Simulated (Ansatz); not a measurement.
Is this Sn2Se stable against decomposition?

These are results of DFT PBE, scalar-relativistic, plane waves, PAW (Ansatz), not measurements. Settings: cutoff 420 eV, Γ-centred meshes spaced at most about 0.3 Å⁻¹, and about 0.25 Å⁻¹ or finer for metals (2π included), Gaussian smearing. No spin polarisation.

Formation energies are uncorrected and refer to the elements' standard structures at the same level. The references include grey tin.

All energies are static (0 K, no zero-point motion). No dispersion correction is applied, so the spacing and binding between layers, chains or molecules are poorly described (SnSe Pnma). The reference form of Se is held partly by dispersion forces, which this level lacks.

The competitors are the elements and 2 reference phases of this chemical system (from databases or known types: SnSe, SnSe2), relaxed at the same level; other known phases may be missing.

The candidate was reached from: random cell.

Space group P6/mmm (No. 191). a = 3.248 Å, b = 3.248 Å, c = 8.878 Å, α = 90.00°, β = 90.00°, γ = 120.00°
```
atom  site  symmetry       x       y       z
  Sn    2e       6mm  0.0000  0.0000  0.8179
  Se    1b     6/mmm  0.0000  0.0000  0.5000
```

The lowest competing mixture at this composition:

| phase | space group | source | share of atoms | ΔE_f (eV/atom) |
| --- | --- | --- | --- | --- |
| Sn | - | element | 0.3333 | 0.000 |
| SnSe | Pnma (No. 62) | Materials Project | 0.6667 | -0.438 |

**Question.** What are the hull's energy here, the candidate's formation energy and its margin?

**Answer.** The hull lies at -0.292 eV/atom, the weighted sum of the last column. The candidate has 0.109 eV/atom, which is 0.40 eV/atom above it. The candidate matches no cell in the subsets of the Crystallography Open Database and the Materials Project at hand. A phase this far over the hull is unlikely to be made.
